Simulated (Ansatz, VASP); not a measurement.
# MgB2 in VASP and in Ansatz

```
Mg B
1.0
     3.09525    0.00000    0.00000
    -1.54762    2.68057    0.00000
     0.00000    0.00000    3.53470
Mg B
1 2
Cartesian
  0.0000 0.0000 0.0000
  0.0000 1.7870 1.7674
  1.5476 0.8935 1.7674
```

Change from the starting cell: volume scaled by 1.01.

Alike in both runs: task single point; functional LDA; k mesh 15 × 15 × 12; occupations fermi-dirac, width 0.05 eV; no spin polarisation.

|  | VASP | Ansatz |
| --- | --- | --- |
| version | VASP 6.6.1 | Ansatz 0.2.0 |
| potentials or method | VASP PAW LDA potentials, release 64 (Mg, B), cutoff 520 eV | all-electron LAPW, scalar-relativistic |

VASP gave:

| Property | Result |
| --- | --- |
| pressure (GPa) | -9.5 |
| largest component of the traceless stress (GPa) | 1.96 |

Q: What did Ansatz give for the same quantities?

A: Pressure (GPa): -8.9; largest component of the traceless stress (GPa): 2.09.

Ansatz ran all-electron here, so the differences hold the error of VASP's frozen core and of both bases.
